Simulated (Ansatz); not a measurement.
System: wurtzite BeO. Method: PBE-D4 in Ansatz (PAW).

Run with plane-wave cutoff 520 eV, 18×18×8 k mesh (along the axes of the cell as run), Fermi–Dirac smearing 0.01 eV, scalar-relativistic PAW data made under PBE.

Computed at the level's own relaxed cell.

```xyz
4
Lattice="1.3472 -2.3334 0.0000 1.3472 2.3334 0.0000 0.0000 0.0000 4.3753" Properties=species:S:1:pos:R:3 pbc="T T T"
Be     1.3472    -0.7778     2.1882
Be     1.3472     0.7778     0.0005
O      1.3472    -0.7778     3.8411
O      1.3472     0.7778     1.6534
```

Problem. List the 10 lowest band energies at Γ above −25 eV (eV, relative to the valence band maximum), grouping those that round alike.

Solution. At Γ: -18.72, -16.90, -6.28, -1.02 (×2), -0.04 (×2), 0.00, 7.65, 11.66.

Note: a distance lies near a switch of the dispersion term, which can move the cell.

Ansatz is an electronic-structure program.
